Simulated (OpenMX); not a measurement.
Write the native input for OpenMX 3.8.5 that does the following.

```yaml
Task: single point
Functional: PBE
Potentials_or_basis: OpenMX 2013 PBE set, Al7.0-s2p2d1, grid cutoff 300 Ry
k_mesh: 9 × 9 × 9
Occupations: fermi-dirac, width 0.05 eV
Spin: no spin polarisation
Mixing_scheme: rmm-diisk
SCF_threshold: 1e-08 Ha
Solver: band
Max_SCF_cycles: 100
```

Crystal: Al.

```
Al
1.0
     0.00000    1.99744    1.99744
     1.99744    0.00000    1.99744
     1.99744    1.99744    0.00000
Al
1
Cartesian
  0.0000 0.0000 0.0000
```

One way to write it, as run:

Al.dat

```
System.CurrrentDirectory             ./
System.Name                          Al
DATA.PATH                            ./DFT_DATA13
level.of.stdout                      1
level.of.fileout                     0
Species.Number                       1
<Definition.of.Atomic.Species
  Al  Al7.0-s2p2d1           Al_PBE13
Definition.of.Atomic.Species>

Atoms.Number                         1
Atoms.SpeciesAndCoordinates.Unit     FRAC
<Atoms.SpeciesAndCoordinates
    1  Al    0.0000000000    0.0000000000    0.0000000000   1.500  1.500
Atoms.SpeciesAndCoordinates>

Atoms.UnitVectors.Unit               Ang
<Atoms.UnitVectors
     0.0000000000    1.9974394157    1.9974394157
     1.9974394157    0.0000000000    1.9974394157
     1.9974394157    1.9974394157    0.0000000000
Atoms.UnitVectors>

scf.XcType                           GGA-PBE
scf.SpinPolarization                 off
scf.ElectronicTemperature            580.226
scf.energycutoff                     300.0
scf.maxIter                          100
scf.EigenvalueSolver                 band
scf.Kgrid                            9 9 9
scf.Mixing.Type                      rmm-diisk
scf.Init.Mixing.Weight               0.05
scf.Min.Mixing.Weight                0.001
scf.Max.Mixing.Weight                0.3
scf.Mixing.History                   25
scf.Mixing.StartPulay                8
scf.criterion                        1.0e-8
scf.stress.tensor                    on
MD.Type                              nomd
```

Potentials or basis: OpenMX 2013 PBE set, Al7.0-s2p2d1, grid cutoff 300 Ry.

The run is started by

```bash
$ openmx Al.dat -nt 1 > Al.std
```

It gave:

```
Pressure               : 1.7 GPa
Band gap on the k mesh : none (metal or under the smearing width)
```

Caveat: the basis of atomic orbitals isn't converged, which shifts pressures, moduli and gaps.

Run time: 29 s on 1 thread of Intel(R) Xeon(R) 6975P-C (Granite Rapids), on a shared host, peak memory 0.23 GiB.
